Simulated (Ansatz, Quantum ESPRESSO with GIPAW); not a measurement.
# CdHClO: recovering the 35Cl shift from two magnetic fields

The line of one Cl site of CdHClO (atom 3; bound to Cd3; site symmetry 3m) is simulated from calculated parameters (GIPAW shift with PBEsol, against aqueous Cl-; field gradient by Ansatz). Under fast MAS the central transition of 35Cl (spin 3/2, |γ|/2π = 4.1765 MHz/T) has its centre of gravity at -116.70 ppm at 9.4 T and at 87.48 ppm at 20 T. The cell is the P6_3mc form of a database entry, atoms relaxed, static and at 0 K.

**Task.** Recover the isotropic shift and the quadrupolar product P_Q. What does that say of C_Q?

1. The centre of gravity is δ_cg = δ_iso − (3/40) F (P_Q/ν0)² × 10⁶, with F = [I(I+1) − 3/4]/[I²(2I−1)²] = 0.3333: a straight line in 1/ν0².

2. ν0 = 39.26 and 83.53 MHz, so 1/ν0² = 6.4880e-04 and 1.4332e-04 MHz⁻².

3. The slope is (-116.70 − 87.48) / (6.4880e-04 − 1.4332e-04) = -4.0393e+05 ppm MHz², and the intercept δ_iso = 87.48 − slope × 1.4332e-04 = 145.4 ppm.

4. P_Q = √(−slope / [(3/40) F × 10⁶]) = 4.02 MHz.

5. P_Q = |C_Q|√(1 + η²/3), so |C_Q| lies between 3.48 (η = 1) and 4.02 MHz (η = 0); the axis through the site fixes η = 0. The calculation has |C_Q| = 4.02 MHz, η_Q = 0.00 and δ_iso = 145.4 ppm. Reading the 9.4 T position as the shift would be off by -262.1 ppm.

[Hosts, paths, dates, database ids (printed as entryN), source tags and the programs' standing remarks are cut or masked in the printed files.]
